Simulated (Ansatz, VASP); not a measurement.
**Ti in VASP and in Ansatz**

```
Ti
1.0
     2.93846    0.00000    0.00000
    -1.46923    2.54478    0.00000
     0.00000    0.00000    4.65063
Ti
2
Direct
  0.33333 0.66667 0.25000
  0.66667 0.33333 0.75000
```

Alike in both runs: functional PBE; k mesh 18 × 18 × 10; occupations gaussian, width 0.1 eV; no spin polarisation.

Ansatz relaxed the structure, and its values are those at the end. VASP's run is a single point on that final structure, the one shown.

```csv
,VASP,Ansatz
version,VASP 6.6.1,Ansatz 0.2.0
potentials or method,"VASP PAW PBE potentials, release 64 (Ti_sv)","scalar-relativistic, plane waves, PAW"
plane-wave cutoff (eV),520,420
valence electrons in the cell,24,24
```

|  | VASP | Ansatz | Ansatz less VASP |
| --- | --- | --- | --- |
| gap on the k mesh at the Fermi level (eV) | none | none | - |
| pressure (GPa) | -0.7 | 0.0 | +0.68 |

A gap of «none» marks a metal or a gap that the smearing closes. The functional is the same, so the differences come from potentials, cutoffs and numerics.
